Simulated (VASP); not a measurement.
Input of a VASP 6.6.1 run:

File INCAR:

```
SYSTEM = Ti
ALGO = Normal ; EDIFF = 1E-6
EDIFFG = -0.01 ; ENCUT = 600
IBRION = 2 ; ISIF = 3
ISMEAR = 1 ; LASPH = .TRUE.
LCHARG = .FALSE. ; LMIXTAU = .TRUE.
LREAL = .FALSE. ; LWAVE = .FALSE.
METAGGA = R2SCAN ; NELM = 80
NSW = 90 ; PREC = Accurate
SIGMA = 0.1
```

KPOINTS

```
k-points
0
G
  15 15 8
  0 0 0
```

Contents of POSCAR:

```
Ti
1.0
    2.9500000000      0.0000000000      0.0000000000
   -1.4750000000      2.5547749412      0.0000000000
    0.0000000000      0.0000000000      4.6800000000
Ti
2
Direct
    0.3333333333      0.6666666667      0.2500000000
    0.6666666667      0.3333333333      0.7500000000
```

Potentials or basis: VASP PAW PBE potentials, release 64 (Ti_sv).

Run with:

```console
$ cat potpaw_PBE.64/Ti_sv/POTCAR > POTCAR
$ mpirun -np 1 vasp_std > vasp.out
```

Task: Predict the band gap on the k mesh.

Result: None (metal or under the smearing width).

Task: What does it give for the relaxed cell?

Result: a = 2.940 Å, b = 2.940 Å, c = 4.642 Å, α = 90.00°, β = 90.00°, γ = 120.00°.

Task: Estimate the relaxed volume.

Result: 17.37 Å³/atom.

Final structure:
```
CELL_PARAMETERS angstrom
2.93958 0.00000 0.00000
-1.46979 2.54575 0.00000
0.00000 0.00000 4.64199
ATOMIC_POSITIONS crystal
Ti 0.33333 0.66667 0.25000
Ti 0.66667 0.33333 0.75000
```

Caveat: the PAW data sets were made with another functional, which shifts forces and pressure a little.
